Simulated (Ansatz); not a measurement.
Input of an Ansatz 0.2.0 run:

input.yaml

```yaml
crystal:
  lattice:
    - [-1.8921, 1.8921, 4.7573]
    - [1.8921, -1.8921, 4.7573]
    - [1.8921, 1.8921, -4.7573]
  atoms:
    - { symbol: Ti, position: [0.75, 0.25, 0.5] }
    - { symbol: Ti, position: [0.0, 0.0, 0.0] }
    - { symbol: O, position: [0.7919, 0.7919, 0.0] }
    - { symbol: O, position: [0.5419, 0.0419, 0.5] }
    - { symbol: O, position: [0.9581, 0.4581, 0.5] }
    - { symbol: O, position: [0.2081, 0.2081, 0.0] }
hamiltonian:
  xc: r2scan
  pseudopotentials: { kind: paw }
kpoints:
  mp_grid: { grid: [10, 10, 10] }
  band_path:
    path:
      - [[0.0, 0.0, 0.0], [-0.5, 0.5, 0.0], [-0.5, 0.5, -0.0790928267], [-0.2895464134, 0.2895464134, -0.2895464134], [0.0, 0.0, 0.0], [0.5, 0.5, -0.5], [0.2895464134, 0.7104535866, -0.7104535866], [0.0, 0.5, -0.5], [-0.25, 0.75, -0.25], [0.0790928267, 0.9209071733, -0.5], [0.5, 0.5, -0.5]]
      - [[-0.5, 0.5, 0.0], [-0.25, 0.75, -0.25]]
    npoints: 14
scf:
  occupations: { method: fermi_dirac, width: 0.05 }
  n_extra_bands: 15
output:
  forces: true
  stress: true
  eigenvalues: true
  fatbands: false
```

Potentials or basis: Ansatz PAW.

Command:

```sh
$ ansatz run input.yaml --threads 2 --pin off --max-ram 5632MiB --backend cpu --events-out ev --progress --plain --runs-dir out
```

Q: Predict the pressure.

A: 0.5 GPa.

Q: What does it give for the band gap on the k mesh?

A: 2.52 eV, indirect (least direct gap 2.86 eV).

Q: Predict the largest force.

A: 0.010 eV/Å.

Forces on the atoms (eV/Å):
```
Ti   0.000  0.000  0.000
Ti   0.000  0.000  0.000
O    0.000  0.000 -0.010
O    0.000  0.000 -0.010
O    0.000  0.000  0.010
O    0.000  0.000  0.010
```

Caveat: the PAW data sets come from PBE, with cores solved anew for the run's functional, which leaves a small shift of forces and pressure. r2SCAN opens gaps a little over a GGA but as a rule still falls short of measured ones.
